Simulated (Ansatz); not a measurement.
Input and command of a calculation in Ansatz (plane waves; scalar-relativistic PAW potentials unless the input names others):

```yaml
crystal:
  lattice:
    - [2.8802087716, -0.0514895145, 0.0562112604]
    - [-0.0514895145, 2.9010631492, 0.002051711]
    - [0.0562112604, 0.002051711, 2.8750373357]
  atoms:
    - { symbol: Se, position: [0.0, 0.0, 0.0] }
basis:
  ecutwfc: 420
kpoints:
  mp_grid: { grid: [12, 12, 12] }
hamiltonian:
  xc: pbe
scf:
  occupations: { method: gaussian, width: 0.1 }
  max_iter: 3
output:
  forces: true
  eigenvalues: true
  stress: true
```

```bash
ansatz run input.yaml --threads 1 --pin off --max-ram 1331MiB --backend cpu --events-out ev --progress --plain --runs-dir out
```

Abridged log:
```
Basis set: ecut = 420 eV, 465 PW (Γ), exchange–correlation on 40×40×40 points (8 copies of the dense FFT grid, shifted against one another)
Bands: 12, of which v1, the nominal top of the filled ones, is band 8 counted from 1 (7 counted from 0)
Symmetry: 2 space group operations
k-points: 868 of 1728
SCF iter   1: F=—  HF=-5468.884913 eV  |F-HF|=—  |Δ(HF+E_count)|=         —  Δρ=1.14e-3  dr2=2.42e-4  ethr=1.77e-3  ⟨swp⟩=3.1  Hψ=116370  notcnv=0
SCF iter   2: F=—  HF=-5468.885098 eV  |F-HF|=—  |Δ(HF+E_count)|=   1.85e-4  Δρ=7.44e-4  dr2=1.21e-4  ethr=1.51e-6  ⟨swp⟩=2.0  Hψ=41839  notcnv=0
SCF iter   3: F=—  HF=-5468.885160 eV  |F-HF|=—  |Δ(HF+E_count)|=   6.14e-5  Δρ=9.99e-5  dr2=3.18e-6  ethr=7.57e-7  ⟨swp⟩=2.0  Hψ=52599  notcnv=0
```

**Question.** Find the fault.

**Answer.** The fault is too few SCF iterations (scf.max_iter: not typed → 3, the first being the value of the sound run). Setting it back cures it. The log, from which this was withheld above, says: «Error: did not converge after 3 iterations: dr2 = 3.18e-6 (threshold 1.00e-7), under the density mixer `msr1`, which `scf.mixing.algorithm: auto` chose by the deck's other keys (type `scf.mixing.algorithm: msr1` to keep it); raise `scf.max_iter`, which need not help a stalled SCF, or adjust the mixing (`scf.mixing`) or, under a smearing, its width (`scf.occupations.width` …» The run stopped without converging. A reference run from the same start on usual settings converged with pressure -3.56 GPa, largest force 0.000 eV/Å, no gap on the mesh.